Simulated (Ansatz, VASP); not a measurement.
## BN in VASP and in Ansatz

```xyz
4
Lattice="2.5285 0.0000 0.0000 -1.2643 2.1898 0.0000 0.0000 0.0000 4.1816" Properties=species:S:1:pos:R:3 pbc="T T T"
B     0.0000    1.4598   -0.0008
B     1.2643    0.7299    2.0900
N     0.0000    1.4598    1.5648
N     1.2643    0.7299    3.6556
```

Change from the starting cell: strained cell.

Alike in both runs: functional PBE; k mesh 9 × 9 × 6; occupations gaussian, width 0.02 eV; no spin polarisation.

Ansatz relaxed the structure, and its values are those at the end. VASP's run is a single point on that final structure, the one shown.

```csv
,VASP,Ansatz
version,VASP 6.6.1,Ansatz 0.2.0
potentials or method,"VASP PAW PBE potentials, release 64 (B, N)","scalar-relativistic, plane waves, PAW"
plane-wave cutoff (eV),520,420
valence electrons in the cell,16,16
```

VASP gave:

| Item | Value |
| --- | --- |
| gap on the k mesh at the Fermi level (eV) | 5.15 |
| least direct gap on the mesh (eV) | 8.37 |
| pressure (GPa) | 12.4 |

Q: What did Ansatz give for the same quantities?

A: gap on the k mesh at the Fermi level (eV): 5.16; least direct gap on the mesh (eV): 8.38; pressure (GPa): 11.8.

Ansatz warned: «stress_scf_threshold_loose».

Caveats: an odd mesh through Γ misses points on the zone boundary, where band edges often lie.
